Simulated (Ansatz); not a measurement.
# GaSb: single point with PBE

**What was measured.**

A printed reference work, data compilation reports, for a bulk crystal of GaSb at 4.2 K: band gap 0.811 eV (direct).

Crystal: GaSb.

```
Sb Ga
1.0
     0.00000    3.05900    3.05900
     3.05900    0.00000    3.05900
     3.05900    3.05900    0.00000
Sb Ga
1 1
Cartesian
  4.5885 4.5885 4.5885
  0.0000 0.0000 0.0000
```

```yaml
Program: Ansatz 0.2.0
Task: single point
Functional: PBE
Potentials_or_basis: Ansatz PAW
Cutoff: "420 eV (not typed: the program's choice for these potentials)"
k_mesh: 8 × 8 × 8
Occupations: gaussian, width 0.025 eV
Spin: no spin polarisation
```

| Quantity | Value |
| --- | --- |
| Pressure | 2.3 GPa |
| Band gap on the k mesh | 0.03 eV, direct |

Levels at points of the mesh, in eV from the valence-band top:
| k point | band 12 | band 13 | band 14 | band 15 | band 16 | band 17 |
| --- | --- | --- | --- | --- | --- | --- |
| (0.00, 0.00, 0.00) | 0.00 | 0.00 | 0.00 | 0.03 | 2.79 | 2.79 |
| (0.00, 0.00, -0.50) | -6.36 | -1.15 | -1.15 | 0.41 | 3.76 | 3.76 |
| (0.00, -0.50, -0.50) | -6.80 | -2.57 | -2.57 | 0.92 | 1.26 | 8.72 |

Wall time 1.7 s on 2 threads of Intel(R) Xeon(R) Processor @ 2.70GHz, with other jobs on the host, peak memory 0.37 GiB.

Against the measured gap of GaSb, 0.811 eV (direct; 4.2 K; a printed reference work, data compilation), the calculated 0.03 eV is off by -0.78 eV. Spin-orbit coupling on Ga, Sb is left out. The value is that of PBE on a finite k mesh, which can miss the band edges, without temperature or zero-point motion. Semilocal functionals fall short of measured gaps as a rule.

Caveat: spin-orbit coupling is left out, which moves the levels of the heavy elements.
